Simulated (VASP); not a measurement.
# How strain moves the gap of SnSe, part 4 of 6

How do the gap and the pressure of SnSe answer to a change of volume or shape? All runs use r2SCAN. Left out of this account: 1 further run (fields: a reference on another mesh). The start is a computed cell from the Materials Project.

VASP 6.6.1; r2SCAN; plane waves and PAW (Sn_d, Se).

Still holding for the runs below: Spin-orbit coupling is off here; with elements this heavy it splits and shifts levels by tenths of an eV or more.

So far, least gap on mesh and path (eV): step 2 (bands, cell as listed) 1.02; step 3 (cell volume +4.0 %) 1.06; step 4 (cell volume +8.0 %) 1.08.

## Step 5: Bands, sheared, principal strains -1.8, -0.2, +2.0 %

The cell is sheared at fixed volume, which lowers its symmetry.

Contents of INCAR:

```
SYSTEM = SnSe
PREC = Accurate
ENCUT = 400
EDIFF = 1E-06
NELM = 100
ISMEAR = -1
SIGMA = 0.05
LREAL = .FALSE.
ALGO = Normal
METAGGA = R2SCAN
LASPH = .TRUE.
NBANDS = 61
LORBIT = 11
LWAVE = .FALSE.
LCHARG = .FALSE.
KPAR = 4
NCORE = 2
```

Contents of POSCAR:

```
SnSe
1.0
   11.8154840000     -0.1265820000     -0.0963210000
   -0.0447780000      4.0671410000      0.0039420000
   -0.0388180000      0.0044900000      4.7091430000
Sn Se
4 4
Direct
    0.6187868500      0.7500000000      0.3765543000
    0.8812131500      0.2500000000      0.8765543000
    0.3812131500      0.2500000000      0.6234457000
    0.1187868500      0.7500000000      0.1234457000
    0.1485530300      0.2500000000      0.5091818000
    0.6485530300      0.2500000000      0.9908182000
    0.3514469700      0.7500000000      0.0091818000
    0.8514469700      0.7500000000      0.4908182000
```

Contents of KPOINTS:

```
Automatic mesh
0
Gamma
2 6 5
0 0 0
```

Contents of KPOINTS_OPT:

```
Line mode
12
Line-mode
Reciprocal
  0.00000000   0.00000000   0.50000000 X
  0.00000000   0.00000000   0.00000000 GAMMA

  0.00000000   0.00000000   0.00000000 GAMMA
  0.00000000   0.50000000   0.00000000 Y

  0.00000000   0.50000000   0.50000000 L
  0.00000000   0.00000000   0.00000000 GAMMA

  0.00000000   0.00000000   0.00000000 GAMMA
 -0.50000000   0.00000000   0.00000000 Z

 -0.50000000   0.00000000   0.50000000 N
  0.00000000   0.00000000   0.00000000 GAMMA

  0.00000000   0.00000000   0.00000000 GAMMA
 -0.50000000   0.50000000   0.00000000 M

 -0.50000000   0.50000000   0.50000000 R
  0.00000000   0.00000000   0.00000000 GAMMA
```

PAW data sets: Sn_d and Se (PBE family, release 64).

Command:

```console
$ mpirun -np 8 vasp_std
```

The program printed:

```text
[... set-up lines as in an earlier step ...]
 entering main loop
       N       E                     dE             d eps       ncg     rms          rms(c)
DAV:   1     0.676318894357E+03    0.67632E+03   -0.31219E+04  4296   0.145E+03
DAV:   2    -0.266776758658E+02   -0.70300E+03   -0.66126E+03  3936   0.461E+02
DAV:   3    -0.163987402960E+03   -0.13731E+03   -0.13152E+03  4461   0.167E+02
DAV:   4    -0.173028256115E+03   -0.90409E+01   -0.89363E+01  4592   0.461E+01
DAV:   5    -0.173266920491E+03   -0.23866E+00   -0.23853E+00  4718   0.820E+00    0.766E+00
DAV:   6    -0.159699814342E+03    0.13567E+02   -0.37422E+00  5228   0.153E+01    0.517E+00
DAV:   7    -0.159764154662E+03   -0.64340E-01   -0.78298E-01  4747   0.334E+00    0.198E+00
DAV:   8    -0.159784458952E+03   -0.20304E-01   -0.38498E-02  4946   0.128E+00    0.611E-01
DAV:   9    -0.159788916626E+03   -0.44577E-02   -0.75329E-03  4507   0.396E-01    0.247E-01
DAV:  10    -0.159789352908E+03   -0.43628E-03   -0.11458E-03  4916   0.226E-01    0.954E-02
DAV:  11    -0.159789569748E+03   -0.21684E-03   -0.33773E-04  4398   0.969E-02    0.205E-02
DAV:  12    -0.159789573973E+03   -0.42257E-05   -0.50253E-05  5274   0.445E-02    0.102E-02
DAV:  13    -0.159789577023E+03   -0.30492E-05   -0.82546E-06  4310   0.131E-02    0.419E-03
DAV:  14    -0.159789576101E+03    0.92131E-06   -0.69755E-07  2415   0.570E-03
   1 F= -.15978958E+03 E0= -.15978957E+03  d E =-.793671E-05
 Start KPOINTS_OPT (optional k-point list driver)
k-point batch [1-32\84]
       N       E                     dE             ncg
DAV:   1     0.408942320935E+04   -0.28567E+05     4246
DAV:   2    -0.183891140837E+05   -0.22479E+05     3904
DAV:   3    -0.226933482771E+05   -0.43042E+04     4429
DAV:   4    -0.229720074753E+05   -0.27866E+03     4592
DAV:   5    -0.229792079738E+05   -0.72005E+01     4616
DAV:   6    -0.229795076754E+05   -0.29970E+00     5529
DAV:   7    -0.229795127766E+05   -0.51012E-02     5496
DAV:   8    -0.229795128722E+05   -0.95600E-04     5610
DAV:   9    -0.229795128741E+05   -0.18932E-05     3096
DAV:  10    -0.229795128745E+05   -0.39861E-06     2691
[...]
k-point batch [65-84\84]
       N       E                     dE             ncg
DAV:   1     0.634987069906E+04   -0.23085E+05     2682
DAV:   2    -0.776585272937E+04   -0.14116E+05     2448
DAV:   3    -0.104467086563E+05   -0.26809E+04     2808
DAV:   4    -0.106164394063E+05   -0.16973E+03     2851
DAV:   5    -0.106208571569E+05   -0.44178E+01     2947
DAV:   6    -0.106210394655E+05   -0.18231E+00     3513
DAV:   7    -0.106210418493E+05   -0.23838E-02     3435
DAV:   8    -0.106210419028E+05   -0.53502E-04     3575
DAV:   9    -0.106210419037E+05   -0.98805E-06     1859
```

The job ended after 2.4 min (8 MPI ranks of Intel Xeon 6975P-C (Granite Rapids), shared host; peak memory 2.6 GiB).

Parts of OUTCAR (step 5):

```text
   k-points           NKPTS =     32   k-points in BZ     NKDIM =     32   number of bands    NBANDS=     61

   ENCUT  =  400.0 eV  29.40 Ry    5.42 a.u.  19.27  6.63  7.68*2*pi/ulx,y,z

   NELECT =      80.0000    total number of electrons

 E-fermi :   5.0992

 k-point     1 :       0.0000    0.0000    0.0000
  band No.  band energies     occupation
    ...
     36       2.6375      2.00000
     37       3.0843      2.00000
     38       3.6048      2.00000
     39       3.8351      2.00000
     40       4.4450      2.00000
     41       5.6733      0.00002
     42       7.5448      0.00000
     43       7.6264      0.00000
     44       7.8188      0.00000
     45       7.9782      0.00000
    ...

  Total       -1.4381563      1.1844076      0.4175441      0.6190756     -0.1283667      0.5102718
  in kB      -10.1839156      8.3870629      2.9567261      4.3838164     -0.9089941      3.6133518
  external PRESSURE =       0.3866245 kB  Pullay stress =       0.0000000 kB

 POSITION                                       TOTAL-FORCE (eV/Angst)
 -----------------------------------------------------------------------------------
      7.26307      2.97372      1.71660         0.095974     -0.039347     -0.009459
     10.36674      0.90918      4.04393        -0.103428      0.024044      0.076903
      4.46882      0.97133      2.90016        -0.095974      0.039347      0.009459
      1.36515      3.03587      0.57284         0.103428     -0.024044     -0.076903
      1.72427      1.00027      2.38449         0.091792     -0.022758      0.054579
      7.61331      0.93914      4.60442         0.098782     -0.006637     -0.066636
      4.11858      3.00591      0.01234        -0.098782      0.006637      0.066636
     10.00762      2.94478      2.23228        -0.091792      0.022758     -0.054579
 -----------------------------------------------------------------------------------
    total drift:                                0.000000      0.000000     -0.000000

  FREE ENERGIE OF THE ION-ELECTRON SYSTEM (eV)
  ---------------------------------------------------
  free  energy   TOTEN  =      -159.7895761013 eV

  energy  without entropy=     -159.7895681646  energy(sigma->0) =     -159.78957213

[... 1 part as in an earlier step ...]

[... 14 further parts left out ...]
```

The path and its labels are those of the sheared lattice, so a letter need not mean the same point as in the unstrained cell.

Numbers from this step:

```
SCF cycles                        : 14
irreducible k-points              : 32
symmetry operations               : 2
free energy (TOTEN)               : -159.7896 eV
Fermi energy                      : 5.099 eV
pressure                          : 0.03866 GPa
least gap on mesh and path        : 0.8800 eV
least direct gap on mesh and path : 1.228 eV
valence top at k                  : 0, 0, 0.4545
conduction bottom at k            : 0, 0.3333, 0
least direct gap at k             : 0, 0, 0
```

The electronic bands at the labelled points (eV, zero at the valence-band top; v1 is the highest filled band, c1 the lowest empty one):

| point | v4 | v3 | v2 | v1 | c1 | c2 | c3 | c4 |
| --- | --- | --- | --- | --- | --- | --- | --- | --- |
| X | -0.91 | -0.86 | -0.09 | -0.03 | 1.66 | 1.68 | 2.06 | 2.10 |
| 0.45 of the way | -1.44 | -0.96 | -0.42 | -0.15 | 1.47 | 1.52 | 2.39 | 2.81 |
| Γ | -1.59 | -1.07 | -0.84 | -0.23 | 1.00 | 2.87 | 2.95 | 3.14 |
| 0.45 of the way | -1.80 | -0.83 | -0.56 | -0.51 | 1.34 | 1.54 | 2.64 | 2.85 |
| Y | -1.29 | -1.16 | -1.09 | -1.05 | 1.35 | 1.39 | 1.44 | 1.46 |
| jump to L | -2.14 | -2.13 | -1.36 | -1.35 | 2.75 | 2.76 | 3.05 | 3.06 |
| 0.45 of the way | -1.63 | -1.09 | -0.95 | -0.70 | 1.18 | 2.20 | 2.78 | 2.86 |
| Γ | -1.59 | -1.07 | -0.84 | -0.23 | 1.00 | 2.87 | 2.95 | 3.14 |
| 0.45 of the way | -1.64 | -1.47 | -0.75 | -0.29 | 1.51 | 2.77 | 2.94 | 3.01 |
| Z | -1.80 | -1.78 | -0.53 | -0.47 | 2.47 | 2.49 | 2.81 | 2.86 |
| jump to N | -0.64 | -0.58 | -0.12 | -0.04 | 1.67 | 1.70 | 2.12 | 2.16 |
| 0.45 of the way | -1.39 | -0.89 | -0.70 | -0.33 | 1.64 | 2.10 | 2.53 | 2.77 |
| Γ | -1.59 | -1.07 | -0.84 | -0.23 | 1.00 | 2.87 | 2.95 | 3.14 |
| 0.55 of the way | -1.80 | -1.17 | -0.61 | -0.50 | 1.27 | 2.04 | 2.14 | 2.71 |
| M | -1.37 | -1.34 | -1.25 | -1.22 | 1.57 | 1.63 | 1.69 | 1.71 |
| jump to R | -1.66 | -1.54 | -1.46 | -1.36 | 2.53 | 2.64 | 2.67 | 2.77 |
| 0.55 of the way | -1.34 | -1.15 | -0.77 | -0.46 | 1.63 | 2.14 | 2.34 | 2.63 |
| Γ | -1.59 | -1.07 | -0.84 | -0.23 | 1.00 | 2.87 | 2.95 | 3.14 |

Of the projections kept (Sn, Se), the largest for each band there; the rest of the weight can lie on other orbitals:

| point | v4 | v3 | v2 | v1 | c1 | c2 | c3 | c4 |
| --- | --- | --- | --- | --- | --- | --- | --- | --- |
| X | Se 0.56 | Se 0.56 | Se 0.51 | Se 0.51 | Sn 0.72 | Sn 0.72 | Sn 0.59 | Sn 0.58 |
| Γ | Se 0.82 | Se 0.61 | Se 0.74 | Se 0.70 | Sn 0.86 | Sn 0.68 | Sn 0.69 | Sn 0.63 |
| Y | Sn 0.55 | Sn 0.55 | Se 0.52 | Sn 0.50 | Sn 0.65 | Sn 0.65 | Sn 0.66 | Sn 0.66 |
| L | Se 0.55 | Se 0.55 | Se 0.68 | Se 0.68 | Sn 0.69 | Sn 0.68 | Sn 0.53 | Sn 0.53 |
| Γ | Se 0.82 | Se 0.61 | Se 0.74 | Se 0.70 | Sn 0.86 | Sn 0.68 | Sn 0.69 | Sn 0.63 |
| Z | Se 0.80 | Se 0.80 | Se 0.73 | Se 0.74 | Sn 0.70 | Sn 0.71 | Sn 0.65 | Sn 0.63 |

Force by atom:

| atom | x (eV/Å) | y (eV/Å) | z (eV/Å) | size |
| --- | --- | --- | --- | --- |
| Sn1 | 0.096 | -0.039 | -0.009 | 0.104 |
| Sn2 | -0.103 | 0.024 | 0.077 | 0.131 |
| Sn3 | -0.096 | 0.039 | 0.009 | 0.104 |
| Sn4 | 0.103 | -0.024 | -0.077 | 0.131 |
| Se5 | 0.092 | -0.023 | 0.055 | 0.109 |
| Se6 | 0.099 | -0.007 | -0.067 | 0.119 |
| Se7 | -0.099 | 0.007 | 0.067 | 0.119 |
| Se8 | -0.092 | 0.023 | -0.055 | 0.109 |

The gap is 0.88 eV, indirect. The path differs from that of the listed cell and a band edge lies off the zone's corner points, so the two gaps may rest on unlike samples; on the common mesh the gap moves by -0.17 eV. The pressure is 0.04 GPa, and the symmetry operations fall from 8 to 2.

## Step 6: Bands, volume times 0.96

The cell is compressed evenly, with fractional positions held.

INCAR is that of step 5.

POSCAR, as its differences from that of step 5:

```diff
@@ -2,5 +2,5 @@
 1.0
-   11.8154840000     -0.1265820000     -0.0963210000
-   -0.0447780000      4.0671410000      0.0039420000
-   -0.0388180000      0.0044900000      4.7091430000
+   11.5068113573      0.0000000000      0.0000000000
+    0.0000000000      4.0704839658      0.0000000000
+    0.0000000000      0.0000000000      4.6373738854
 Sn Se
```

KPOINTS is that of step 5.

Contents of KPOINTS_OPT:

```
Line mode
12
Line-mode
Reciprocal
  0.00000000   0.00000000   0.00000000 GAMMA
  0.00000000   0.50000000   0.00000000 X

  0.00000000   0.50000000   0.00000000 X
  0.00000000   0.50000000   0.50000000 S

  0.00000000   0.50000000   0.50000000 S
  0.00000000   0.00000000   0.50000000 Y

  0.00000000   0.00000000   0.50000000 Y
  0.00000000   0.00000000   0.00000000 GAMMA

  0.00000000   0.00000000   0.00000000 GAMMA
  0.50000000   0.00000000   0.00000000 Z

  0.50000000   0.00000000   0.00000000 Z
  0.50000000   0.50000000   0.00000000 U

  0.50000000   0.50000000   0.00000000 U
  0.50000000   0.50000000   0.50000000 R

  0.50000000   0.50000000   0.50000000 R
  0.50000000   0.00000000   0.50000000 T

  0.50000000   0.00000000   0.50000000 T
  0.50000000   0.00000000   0.00000000 Z

  0.00000000   0.00000000   0.50000000 Y
  0.50000000   0.00000000   0.50000000 T

  0.50000000   0.50000000   0.00000000 U
  0.00000000   0.50000000   0.00000000 X

  0.00000000   0.50000000   0.50000000 S
  0.50000000   0.50000000   0.50000000 R
```

Command:

```console
$ mpirun -np 8 vasp_std
```

The program printed:

```text
[... set-up lines as in an earlier step ...]
 entering main loop
       N       E                     dE             d eps       ncg     rms          rms(c)
DAV:   1     0.677657106478E+03    0.67766E+03   -0.31121E+04  3197   0.147E+03
DAV:   2    -0.265732875690E+02   -0.70423E+03   -0.66231E+03  2928   0.462E+02
DAV:   3    -0.164001367180E+03   -0.13743E+03   -0.13183E+03  3372   0.168E+02
DAV:   4    -0.172879687333E+03   -0.88783E+01   -0.87813E+01  3432   0.458E+01
DAV:   5    -0.173112161829E+03   -0.23247E+00   -0.23234E+00  3464   0.806E+00    0.807E+00
DAV:   6    -0.159680773721E+03    0.13431E+02   -0.36358E+00  3944   0.152E+01    0.541E+00
DAV:   7    -0.159734753969E+03   -0.53980E-01   -0.78683E-01  3521   0.342E+00    0.192E+00
DAV:   8    -0.159750688376E+03   -0.15934E-01   -0.37983E-02  3792   0.122E+00    0.621E-01
DAV:   9    -0.159754392884E+03   -0.37045E-02   -0.74053E-03  3319   0.360E-01    0.250E-01
DAV:  10    -0.159754732615E+03   -0.33973E-03   -0.81454E-04  3706   0.207E-01    0.952E-02
DAV:  11    -0.159754938297E+03   -0.20568E-03   -0.37021E-04  3276   0.960E-02    0.191E-02
DAV:  12    -0.159754942769E+03   -0.44726E-05   -0.34721E-05  4078   0.380E-02    0.112E-02
DAV:  13    -0.159754945514E+03   -0.27448E-05   -0.73399E-06  3246   0.129E-02    0.331E-03
DAV:  14    -0.159754944507E+03    0.10074E-05   -0.66068E-07  1772   0.601E-03    0.158E-03
DAV:  15    -0.159754944073E+03    0.43373E-06   -0.20706E-07  1749   0.243E-03
   1 F= -.15975494E+03 E0= -.15975494E+03  d E =-.347210E-05
 Start KPOINTS_OPT (optional k-point list driver)
k-point batch [1-24\144]
       N       E                     dE             ncg
DAV:   1     0.377351796143E+04   -0.31271E+05     3257
DAV:   2    -0.132205290546E+05   -0.16994E+05     2960
DAV:   3    -0.164181834332E+05   -0.31977E+04     3353
DAV:   4    -0.166177004255E+05   -0.19952E+03     3416
DAV:   5    -0.166228904467E+05   -0.51900E+01     3448
DAV:   6    -0.166231152502E+05   -0.22480E+00     4181
DAV:   7    -0.166231183398E+05   -0.30896E-02     4000
DAV:   8    -0.166231184151E+05   -0.75295E-04     4228
DAV:   9    -0.166231184164E+05   -0.13497E-05     2248
DAV:  10    -0.166231184167E+05   -0.27549E-06     1888
[...]
k-point batch [121-144\144]
       N       E                     dE             ncg
DAV:   1     0.371710957096E+04   -0.45902E+05     3302
DAV:   2    -0.133688037745E+05   -0.17086E+05     2944
DAV:   3    -0.165586592726E+05   -0.31899E+04     3385
DAV:   4    -0.167518895346E+05   -0.19323E+03     3432
DAV:   5    -0.167569606603E+05   -0.50711E+01     3459
DAV:   6    -0.167571768723E+05   -0.21621E+00     4193
DAV:   7    -0.167571801667E+05   -0.32944E-02     3990
DAV:   8    -0.167571802334E+05   -0.66707E-04     4239
DAV:   9    -0.167571802346E+05   -0.11878E-05     2195
DAV:  10    -0.167571802349E+05   -0.27098E-06     1847
```

The job ended after 2.9 min (8 MPI ranks; peak memory 2.4 GiB).

From OUTCAR (step 6):

```text
   ENCUT  =  400.0 eV  29.40 Ry    5.42 a.u.  18.76  6.64  7.56*2*pi/ulx,y,z

   NELECT =      80.0000    total number of electrons

 E-fermi :   5.5627

 k-point     1 :       0.0000    0.0000    0.0000
  band No.  band energies     occupation
    ...
     36       3.0690      2.00000
     37       3.4275      2.00000
     38       4.1697      2.00000
     39       4.2605      2.00000
     40       4.8519      2.00000
     41       6.2356      0.00000
     42       8.0023      0.00000
     43       8.0514      0.00000
     44       8.1478      0.00000
     45       8.3921      0.00000
    ...

  Total        3.0037035      3.1385433      2.8490663      0.0000000     -0.0000000      0.0000000
  in kB       22.1561600     23.1507761     21.0155124      0.0000000     -0.0000000      0.0000000
  external PRESSURE =      22.1074829 kB  Pullay stress =       0.0000000 kB

 POSITION                                       TOTAL-FORCE (eV/Angst)
 -----------------------------------------------------------------------------------
      7.12026      3.05286      1.74622        -0.199678      0.000000      0.179648
     10.13995      1.01762      4.06491         0.199678      0.000000      0.179648
      4.38655      1.01762      2.89115         0.199678      0.000000     -0.179648
      1.36686      3.05286      0.57246        -0.199678     -0.000000     -0.179648
      1.70937      1.01762      2.36127        -0.128807      0.000000      0.165477
      7.46278      1.01762      4.59479        -0.128807      0.000000     -0.165477
      4.04403      3.05286      0.04258         0.128807      0.000000      0.165477
      9.79744      3.05286      2.27611         0.128807      0.000000     -0.165477
 -----------------------------------------------------------------------------------
    total drift:                                0.000000      0.000000     -0.000000

  FREE ENERGIE OF THE ION-ELECTRON SYSTEM (eV)
  ---------------------------------------------------
  free  energy   TOTEN  =      -159.7549440728 eV

  energy  without entropy=     -159.7549406007  energy(sigma->0) =     -159.75494234

[... 4 parts as in an earlier step ...]

[... 12 further parts left out ...]
```

Numbers from this step:

```
SCF cycles                        : 15
irreducible k-points              : 24
symmetry operations               : 8
free energy (TOTEN)               : -159.7549 eV
Fermi energy                      : 5.563 eV
pressure                          : 2.211 GPa
least gap on mesh and path        : 0.9638 eV
least direct gap on mesh and path : 1.286 eV
least direct gap at k             : 0, 0.3182, 0
```

Electronic bands along the path, in eV, zero at the valence-band top; v1 is the highest filled band, c1 the lowest empty one:

| point | v4 | v3 | v2 | v1 | c1 | c2 | c3 | c4 |
| --- | --- | --- | --- | --- | --- | --- | --- | --- |
| Γ | -1.67 | -0.93 | -0.84 | -0.25 | 1.13 | 2.90 | 2.95 | 3.05 |
| 0.45 of the way | -1.83 | -0.82 | -0.57 | -0.34 | 1.49 | 1.50 | 2.66 | 2.95 |
| X | -1.20 | -1.20 | -1.04 | -1.04 | 1.46 | 1.46 | 1.59 | 1.59 |
| 0.45 of the way | -1.99 | -1.99 | -0.84 | -0.84 | 1.43 | 1.43 | 2.87 | 2.87 |
| S | -2.23 | -2.23 | -1.35 | -1.35 | 2.96 | 2.96 | 3.21 | 3.21 |
| 0.45 of the way | -1.62 | -1.62 | -0.84 | -0.84 | 1.92 | 1.92 | 3.61 | 3.61 |
| Y | -0.92 | -0.92 | -0.07 | -0.07 | 1.62 | 1.62 | 2.22 | 2.22 |
| 0.55 of the way | -1.38 | -1.28 | -0.35 | -0.23 | 1.46 | 1.78 | 2.61 | 2.88 |
| Γ | -1.67 | -0.93 | -0.84 | -0.25 | 1.13 | 2.90 | 2.95 | 3.05 |
| 0.45 of the way | -1.73 | -1.42 | -0.73 | -0.30 | 1.71 | 2.74 | 2.89 | 3.06 |
| Z | -1.91 | -1.91 | -0.49 | -0.49 | 2.65 | 2.65 | 2.78 | 2.78 |
| 0.55 of the way | -1.69 | -1.69 | -0.49 | -0.49 | 1.72 | 1.72 | 2.68 | 2.68 |
| U | -1.30 | -1.30 | -1.30 | -1.30 | 1.78 | 1.78 | 1.78 | 1.78 |
| 0.55 of the way | -1.51 | -1.51 | -1.51 | -1.51 | 2.69 | 2.69 | 2.69 | 2.69 |
| R | -1.49 | -1.49 | -1.49 | -1.49 | 2.78 | 2.78 | 2.78 | 2.78 |
| 0.45 of the way | -1.62 | -1.62 | -1.22 | -1.22 | 2.77 | 2.77 | 3.51 | 3.51 |
| T | -0.67 | -0.67 | -0.09 | -0.09 | 1.63 | 1.63 | 2.18 | 2.18 |
| 0.55 of the way | -1.23 | -1.23 | -0.69 | -0.69 | 2.27 | 2.27 | 2.85 | 2.85 |
| Z | -1.91 | -1.91 | -0.49 | -0.49 | 2.65 | 2.65 | 2.78 | 2.78 |
| jump to Y | -0.92 | -0.92 | -0.07 | -0.07 | 1.62 | 1.62 | 2.22 | 2.22 |
| 0.55 of the way | -0.74 | -0.74 | -0.08 | -0.08 | 1.61 | 1.61 | 2.22 | 2.22 |
| T | -0.67 | -0.67 | -0.09 | -0.09 | 1.63 | 1.63 | 2.18 | 2.18 |
| jump to U | -1.30 | -1.30 | -1.30 | -1.30 | 1.78 | 1.78 | 1.78 | 1.78 |
| 0.45 of the way | -1.25 | -1.25 | -1.21 | -1.21 | 1.60 | 1.60 | 1.75 | 1.75 |
| X | -1.20 | -1.20 | -1.04 | -1.04 | 1.46 | 1.46 | 1.59 | 1.59 |
| jump to S | -2.23 | -2.23 | -1.35 | -1.35 | 2.96 | 2.96 | 3.21 | 3.21 |

Of the projections kept (Sn, Se), the largest for each band there; the rest of the weight can lie on other orbitals:

| point | v4 | v3 | v2 | v1 | c1 | c2 | c3 | c4 |
| --- | --- | --- | --- | --- | --- | --- | --- | --- |
| Γ | Se 0.82 | Se 0.58 | Se 0.72 | Se 0.67 | Sn 0.85 | Sn 0.64 | Sn 0.71 | Sn 0.62 |
| X | Sn 0.56 | Sn 0.56 | Sn 0.50 | Sn 0.50 | Sn 0.67 | Sn 0.67 | Sn 0.64 | Sn 0.64 |
| S | Se 0.51 | Se 0.51 | Se 0.66 | Se 0.66 | Sn 0.67 | Sn 0.67 | Sn 0.51 | Sn 0.51 |
| Y | Se 0.55 | Se 0.55 | Sn 0.52 | Sn 0.52 | Sn 0.72 | Sn 0.72 | Sn 0.58 | Sn 0.58 |
| Γ | Se 0.82 | Se 0.58 | Se 0.72 | Se 0.67 | Sn 0.85 | Sn 0.64 | Sn 0.71 | Sn 0.62 |
| Z | Se 0.80 | Se 0.80 | Se 0.71 | Se 0.71 | Sn 0.72 | Sn 0.72 | Sn 0.61 | Sn 0.61 |

Force by atom:

| atom | x (eV/Å) | y (eV/Å) | z (eV/Å) | size |
| --- | --- | --- | --- | --- |
| Sn1 | -0.200 | 0.000 | 0.180 | 0.269 |
| Sn2 | 0.200 | 0.000 | 0.180 | 0.269 |
| Sn3 | 0.200 | 0.000 | -0.180 | 0.269 |
| Sn4 | -0.200 | 0.000 | -0.180 | 0.269 |
| Se5 | -0.129 | 0.000 | 0.165 | 0.210 |
| Se6 | -0.129 | 0.000 | -0.165 | 0.210 |
| Se7 | 0.129 | 0.000 | 0.165 | 0.210 |
| Se8 | 0.129 | 0.000 | -0.165 | 0.210 |

The gap is 0.96 eV, indirect. That is -0.06 eV from the cell as listed. The pressure is 2.21 GPa.

(Part 4 of 6 ends here.)

[Lines on the potential files, build, host, timing and source positions are cut from VASP's logs without a mark.]

[Logs are printed without paths, hosts, clocks, repeated set-up lines and the standing remarks that a program may print on its own settings, such as how far it seeks lower states.]

[Hosts, paths, dates, database ids (printed as entryN), source tags and the programs' standing remarks are cut or masked in the printed files.]

[A measured line is paired with the nearest computed mode of its activity, which favours agreement.]
